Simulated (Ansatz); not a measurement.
# BaTe (Fm-3m) in Ansatz: equation of state

Aim: energy against volume of BaTe in PBEsol, for its equilibrium volume and stiffness.

Everything below comes from runs of Ansatz 0.2.0. Logs are shortened: lines on timing, memory, paths and dates and some standing lists are left out, and cuts for length are marked.

**1. The crystal as given**

It takes space group Fm-3m (No. 225, cubic). The conventional cell has a = 6.820 Å, b = 6.820 Å, c = 6.820 Å, α = 90.00°, β = 90.00°, γ = 90.00°. Ba (site symmetry m-3m) is surrounded by 6 Te at 3.41 Å. Around Te (site symmetry m-3m) lie 6 Ba at 3.41 Å.

**2. Single point, PBEsol, 37.27 Å³/atom (volume scaled by 0.94)**

input.yaml

```yaml
crystal:
  lattice:
    - [0.0, 3.3403886307, 3.3403886307]
    - [3.3403886307, 0.0, 3.3403886307]
    - [3.3403886307, 3.3403886307, 0.0]
  atoms:
    - { symbol: Ba, position: [0.0, 0.0, 0.0] }
    - { symbol: Te, position: [0.5, 0.5, 0.5] }
hamiltonian:
  xc: pbesol
  pseudopotentials: { kind: paw }
kpoints:
  mp_grid: { grid: [7, 7, 7] }
scf:
  occupations: { method: fermi_dirac, width: 0.05 }
output:
  forces: true
  stress: true
  eigenvalues: true
```

Potentials or basis: Ansatz PAW.

Launch:

```sh
> ansatz run input.yaml --threads 2 --pin off --max-ram 5632MiB --backend cpu --events-out ev --progress --plain --runs-dir out
```

The program printed:

```text
Warning: RAYON_NUM_THREADS=2 ignored (pool sized by the plan → 2); use --threads N
Engine: ansatz 0.2.0, aarch64-unknown-linux-gnu
Pseudopotentials: kind: paw
Pseudopotential: Ba, paw, valence charge 10, recommended cutoff 420 eV (normal), Ba.paw.azcp
Pseudopotential: Te, paw, valence charge 16, recommended cutoff 420 eV (normal), Te.paw.azcp
Functional definition: PBEsol
  exchange = pbesol_x
  correlation = pbesol_c
Crystal: 2 atoms, lattice volume = 74.545 Å³
Basis set: ecut = 420 eV, 1459 PW (Γ), exchange–correlation on 64×64×64 points (8 copies of the dense FFT grid, shifted against one another)
Bands: 17, of which v1, the nominal top of the filled ones, is band 13 counted from 1 (12 counted from 0)
Symmetry: 48 space group operations
Space group: Fm-3m (ITA 225), of the structure as read, at distance tolerance 4.2e-5 Å
k-points: 20 of 343
Non-local potential: Ba, projectors of the file, l = 0: 3, l = 1: 2, l = 2: 2, l = 3: 2
Non-local potential: Te, projectors of the file, l = 0: 2, l = 1: 2, l = 2: 2, l = 3: 2
PAW form: soft (Blöchl's): semilocal exchange-correlation on the pseudo side does not see the compensation charge
PAW frozen core: Ba, regenerated for the run's functional, and the local potential with it (the file was generated under x = pbe(κ = 0.804, μ = 0.2195149727645171), c = pbe(β = 0.06672455060314922))
PAW frozen core: Te, regenerated for the run's functional, and the local potential with it (the file was generated under x = pbe(κ = 0.804, μ = 0.2195149727645171), c = pbe(β = 0.06672455060314922))
PAW one-centre angular grid: Ba, 194 points (default); XC on 64 Gauss nodes
PAW one-centre angular grid: Te, 590 points (default); XC on 64 Gauss nodes
Initial density: superposition of atomic densities (neutral atoms: chi_scale 0, normalization atom), corrected by the library's trained network
Initial wavefunctions: pseudopotential atomic-orbital guess
Functional: x = pbesol(κ = 0.804, μ = 0.12345679012345678), c = pbesol(β = 0.046)
SCF iter   1: F=—  HF=-12767.590897 eV  |F-HF|=—  |Δ(HF+E_count)|=         —  Δρ=2.23e-3  dr2=7.51e-3  ethr=1.77e-3  ⟨swp⟩=9.4  Hψ=2201  notcnv=0
preconditioner: auto → none  [insulator: Δε(μ)=1.180 eV  Ē_g=11.338 eV  σ=0.050 eV  W_gap=1.00  n_scr=14 (ndim 8)  ℏωp=16.1 eV  f_vac=0.001  D(μ)=0.00/eV (n_scr^D=0)  ε∞_Penn≈3.0]
SCF iter   2: F=—  HF=-12767.587990 eV  |F-HF|=—  |Δ(HF+E_count)|=   2.91e-3  Δρ=8.27e-4  dr2=3.48e-4  ethr=2.89e-5  ⟨swp⟩=2.3  Hψ=781  notcnv=0
SCF iter   3: F=—  HF=-12767.588034 eV  |F-HF|=—  |Δ(HF+E_count)|=   4.35e-5  Δρ=4.11e-4  dr2=7.97e-5  ethr=1.34e-6  ⟨swp⟩=2.0  Hψ=472  notcnv=0
SCF iter   4: F=—  HF=-12767.588065 eV  |F-HF|=—  |Δ(HF+E_count)|=   3.10e-5  Δρ=3.40e-5  dr2=5.86e-7  ethr=3.07e-7  ⟨swp⟩=2.0  Hψ=428  notcnv=0
iter 5 did not close the SCF: its close was put off for the readings that it lacked (scf_convergence_deferred on its scf_iter line)
SCF iter   5: F=-12767.588065 eV  HF=-12767.588065 eV  |F-HF|=1.27e-9  |Δ(HF+E_count)|=   3.58e-7  Δρ=4.48e-6  dr2=9.62e-9  ethr=2.25e-9  ⟨swp⟩=2.1  Hψ=599  notcnv=0
SCF iter   6: F=-12767.588065 eV  HF=-12767.588065 eV  |F-HF|=4.37e-11  |Δ(HF+E_count)|=   4.08e-9  Δρ=6.69e-7  dr2=1.63e-10  ethr=3.70e-11  ⟨swp⟩=2.6  Hψ=1373  notcnv=0
SCF 1 converged in 6 iterations: F = -12767.588065 eV  dr2 = 1.63e-10
SCF converged after 6 iterations
Free energy (F): -12767.588065 eV
Harris-Foulkes:  -12767.588065 eV  (|F-HF|=4.37e-11)
Internal energy: -12767.588065 eV  (E = F + TS)
E sigma→0 (E₀):  -12767.588065 eV
Entropy (-TS):   -0.000000 eV (-0.000 meV/atom)
Fermi energy:    8.421478 eV
--- Per-component energies (eV) ---
  E_band       = -296.409070
  E_kinetic    = 353.620103
  E_local      = -1699.437651  (includes V_loc(G=0)·N_el)
  E_nonlocal   = -248.662622
  E_hartree    = 979.676300
  E_xc         = -292.550828
  E_vxc        = -242.857116  (∫ρ·V_xc dr)
  E_paw        = -9725.931184  (= ΣΔE_a)
  E_vpaw       = -418.423889  (= ΣTr[D̂ρ^β])
  E_aug_tail   = -0.000202  (compensation charges beyond the density's cutoff)
  E_ewald      = -2134.828230
  E_core_change = 0.526248  (= ΣΔE_core)
  E_smearing   = -0.000000  (= −TS)
  E_closure    = 0.000000  (closes the sum)
  Σ components = -12767.588065   (vs F -12767.588065, Δ=0.00e0)
--- Forces (eV/Å), atoms counted from 1 ---
  atom   1  Ba    -0.00000000     0.00000000    -0.00000000
  atom   2  Te     0.00000000    -0.00000000     0.00000000
  max |Σ_I F_I| component: 3.40e-29 eV/Å
--- Stress (GPa, compression-positive) ---
        4.749464       0.000000      -0.000000
       -0.000000       4.749464      -0.000000
       -0.000000       0.000000       4.749464
  P = ⅓ Tr σ = 4.7495 GPa (47.495 kbar)
--- Band table (eV; the first three rows and the last of 20) ---
  k-point 0: bands = ["-27.1631", "-27.1631", "-27.1492", "-27.1492", "-27.1492", "-18.7004", "-3.8790", "-3.8790", "-3.8790", "-2.0263", "7.8203", "7.8203", "7.8203", "10.6650", "10.6650", "10.6650", "11.2527"]
  k-point 1: bands = ["-27.1631", "-27.1631", "-27.1491", "-27.1491", "-27.1491", "-18.6949", "-4.0933", "-3.8815", "-3.8815", "-1.7415", "7.0918", "7.4510", "7.4510", "10.7096", "10.9499", "10.9499", "12.1464"]
  k-point 2: bands = ["-27.1631", "-27.1631", "-27.1491", "-27.1490", "-27.1490", "-18.6824", "-4.4508", "-3.8872", "-3.8872", "-1.2105", "5.9955", "6.8577", "6.8577", "10.9836", "11.7034", "11.7034", "13.6456"]
  k-point 19: bands = ["-27.1636", "-27.1630", "-27.1490", "-27.1489", "-27.1486", "-18.6608", "-4.3010", "-4.1635", "-4.0345", "-1.3379", "6.2403", "6.8331", "6.8622", "10.8986", "11.8386", "13.3036", "13.7051"]
```

Run time: 1.2 s. Hardware: 2 threads of Arm Neoverse V1, shared host; peak memory 0.34 GiB.

What came out:

```
Free energy            : -12767.5881 eV
Pressure               : 4.7 GPa
Band gap on the k mesh : 1.23 eV, indirect (least direct gap 1.56 eV)
```

Caveat: odd divisions of the mesh miss points on the zone boundary, where band edges often lie, so the gap on the mesh can be too wide; spin-orbit coupling is left out, which moves the levels of the heavy elements; the PAW data sets come from PBE, with cores solved anew for the run's functional, which leaves a small shift of forces and pressure.

**3. Single point, PBEsol, 38.07 Å³/atom (volume scaled by 0.96)**

Edit input.yaml of step 2 so:

```diff
@@ -2,5 +2,5 @@
   lattice:
-    - [0.0, 3.3403886307, 3.3403886307]
-    - [3.3403886307, 0.0, 3.3403886307]
-    - [3.3403886307, 3.3403886307, 0.0]
+    - [0.0, 3.3639132694, 3.3639132694]
+    - [3.3639132694, 0.0, 3.3639132694]
+    - [3.3639132694, 3.3639132694, 0.0]
   atoms:
```

Potentials or basis: Ansatz PAW.

Launch:

```sh
> ansatz run input.yaml --threads 2 --pin off --max-ram 5632MiB --backend cpu --events-out ev --progress --plain --runs-dir out
```

It took 1.2 s on 2 threads of Arm Neoverse V1, shared host; peak memory 0.34 GiB.

The run converged. Its results:

| Item | Value |
| --- | --- |
| Free energy | -12767.6298 eV |
| Pressure | 3.7 GPa |
| Band gap on the k mesh | 1.29 eV, indirect (least direct gap 1.63 eV) |

Caveat: odd divisions of the mesh miss points on the zone boundary, where band edges often lie, so the gap on the mesh can be too wide; spin-orbit coupling is left out, which moves the levels of the heavy elements; the PAW data sets come from PBE, with cores solved anew for the run's functional, which leaves a small shift of forces and pressure.

**4. Single point, PBEsol, 38.86 Å³/atom (volume scaled by 0.98)**

Edit input.yaml of step 3 so:

```diff
@@ -2,5 +2,5 @@
   lattice:
-    - [0.0, 3.3639132694, 3.3639132694]
-    - [3.3639132694, 0.0, 3.3639132694]
-    - [3.3639132694, 3.3639132694, 0.0]
+    - [0.0, 3.3871134044, 3.3871134044]
+    - [3.3871134044, 0.0, 3.3871134044]
+    - [3.3871134044, 3.3871134044, 0.0]
   atoms:
```

Launch:

```sh
> ansatz run input.yaml --threads 2 --pin off --max-ram 5632MiB --backend cpu --events-out ev --progress --plain --runs-dir out
```

Wall time 1.3 s (2 threads of Arm Neoverse V1, shared host); peak memory 0.35 GiB.

The run converged. Its results:

- Free energy: -12767.6617 eV
- Pressure: 2.8 GPa
- Band gap on the k mesh: 1.34 eV, indirect (least direct gap 1.69 eV)

Caveat: odd divisions of the mesh miss points on the zone boundary, where band edges often lie, so the gap on the mesh can be too wide; spin-orbit coupling is left out, which moves the levels of the heavy elements; the PAW data sets come from PBE, with cores solved anew for the run's functional, which leaves a small shift of forces and pressure.

**5. Single point, PBEsol, 39.65 Å³/atom**

Edit input.yaml of step 4 so:

```diff
@@ -2,5 +2,5 @@
   lattice:
-    - [0.0, 3.3871134044, 3.3871134044]
-    - [3.3871134044, 0.0, 3.3871134044]
-    - [3.3871134044, 3.3871134044, 0.0]
+    - [0.0, 3.41, 3.41]
+    - [3.41, 0.0, 3.41]
+    - [3.41, 3.41, 0.0]
   atoms:
@@ -19 +19,5 @@
   eigenvalues: true
+  write_density: true
+  write_potential: true
+  elf: true
+  volumetric_format: npy
```

Launch:

```sh
> ansatz run input.yaml --threads 2 --pin off --max-ram 5632MiB --backend cpu --events-out ev --progress --plain --runs-dir out
```

Run time: 1.7 s. Hardware: 2 threads of Arm Neoverse V1, shared host; peak memory 0.35 GiB.

The run converged. Its results:

```yaml
Free_energy: -12767.6848 eV
Pressure: 1.9 GPa
Band_gap_on_the_k_mesh: 1.39 eV, indirect (least direct gap 1.74 eV)
```

Caveat: odd divisions of the mesh miss points on the zone boundary, where band edges often lie, so the gap on the mesh can be too wide; spin-orbit coupling is left out, which moves the levels of the heavy elements; the PAW data sets come from PBE, with cores solved anew for the run's functional, which leaves a small shift of forces and pressure.

**6. Single point, PBEsol, 40.44 Å³/atom (volume scaled by 1.02)**

Edit input.yaml of step 5 so:

```diff
@@ -2,5 +2,5 @@
   lattice:
-    - [0.0, 3.41, 3.41]
-    - [3.41, 0.0, 3.41]
-    - [3.41, 3.41, 0.0]
+    - [0.0, 3.4325834396, 3.4325834396]
+    - [3.4325834396, 0.0, 3.4325834396]
+    - [3.4325834396, 3.4325834396, 0.0]
   atoms:
```

Potentials or basis: Ansatz PAW.

Launch:

```sh
> ansatz run input.yaml --threads 2 --pin off --max-ram 5632MiB --backend cpu --events-out ev --progress --plain --runs-dir out
```

Wall time 1.7 s (2 threads of Arm Neoverse V1, shared host); peak memory 0.35 GiB.

It converged, with:

```
Free energy            : -12767.6999 eV
Pressure               : 1.1 GPa
Band gap on the k mesh : 1.44 eV, indirect (least direct gap 1.79 eV)
```

Caveat: odd divisions of the mesh miss points on the zone boundary, where band edges often lie, so the gap on the mesh can be too wide; spin-orbit coupling is left out, which moves the levels of the heavy elements; the PAW data sets come from PBE, with cores solved anew for the run's functional, which leaves a small shift of forces and pressure.

**7. Single point, PBEsol, 41.24 Å³/atom (volume scaled by 1.04)**

input.yaml

```yaml
crystal:
  lattice:
    - [0.0, 3.454873567, 3.454873567]
    - [3.454873567, 0.0, 3.454873567]
    - [3.454873567, 3.454873567, 0.0]
  atoms:
    - { symbol: Ba, position: [0.0, 0.0, 0.0] }
    - { symbol: Te, position: [0.5, 0.5, 0.5] }
hamiltonian:
  xc: pbesol
  pseudopotentials: { kind: paw }
kpoints:
  mp_grid: { grid: [7, 7, 7] }
scf:
  occupations: { method: fermi_dirac, width: 0.05 }
output:
  forces: true
  stress: true
  eigenvalues: true
```

Launch:

```sh
> ansatz run input.yaml --threads 2 --pin off --max-ram 5632MiB --backend cpu --events-out ev --progress --plain --runs-dir out
```

It took 1.4 s on 2 threads of Arm Neoverse V1, shared host; peak memory 0.35 GiB.

Results (log left out):

* Free energy: -12767.7077 eV
* Pressure: 0.5 GPa
* Band gap on the k mesh: 1.48 eV, indirect (least direct gap 1.84 eV)

Caveat: odd divisions of the mesh miss points on the zone boundary, where band edges often lie, so the gap on the mesh can be too wide; spin-orbit coupling is left out, which moves the levels of the heavy elements; the PAW data sets come from PBE, with cores solved anew for the run's functional, which leaves a small shift of forces and pressure.

**8. Single point, PBEsol, 42.03 Å³/atom (volume scaled by 1.06)**

Edit input.yaml of step 7 so:

```diff
@@ -2,5 +2,5 @@
   lattice:
-    - [0.0, 3.454873567, 3.454873567]
-    - [3.454873567, 0.0, 3.454873567]
-    - [3.454873567, 3.454873567, 0.0]
+    - [0.0, 3.4768797245, 3.4768797245]
+    - [3.4768797245, 0.0, 3.4768797245]
+    - [3.4768797245, 3.4768797245, 0.0]
   atoms:
@@ -19 +19,5 @@
   eigenvalues: true
+  write_density: true
+  write_potential: true
+  elf: true
+  volumetric_format: npy
```

Launch:

```sh
> ansatz run input.yaml --threads 2 --pin off --max-ram 5632MiB --backend cpu --events-out ev --progress --plain --runs-dir out
```

Run time: 1.7 s. Hardware: 2 threads of Arm Neoverse V1, shared host; peak memory 0.36 GiB.

The run converged. Its results:

- Free energy: -12767.7091 eV
- Pressure: -0.2 GPa
- Band gap on the k mesh: 1.52 eV, indirect (least direct gap 1.88 eV)

Caveat: odd divisions of the mesh miss points on the zone boundary, where band edges often lie, so the gap on the mesh can be too wide; spin-orbit coupling is left out, which moves the levels of the heavy elements; the PAW data sets come from PBE, with cores solved anew for the run's functional, which leaves a small shift of forces and pressure.

**9. Equation of state, PBEsol**

Potentials or basis: Ansatz PAW.

No new run: the results of the series are fitted here.

Results:

| Quantity | Value |
| --- | --- |
| Equilibrium volume | 41.81 Å³/atom |
| Bulk modulus | 32 GPa |
| Pressure derivative of the bulk modulus | 4.4 |

Energy against volume, from the lowest point:
| volume (Å³/atom) | energy (meV/atom) |
| --- | --- |
| 37.273 | 60.52 |
| 38.066 | 39.64 |
| 38.859 | 23.69 |
| 39.652 | 12.15 |
| 40.445 | 4.62 |
| 41.238 | 0.69 |
| 42.031 | 0.00 |

The run has no spin-orbit coupling, so splittings on Ba, Te are missing. Zero-point motion and thermal expansion aren't in these numbers.
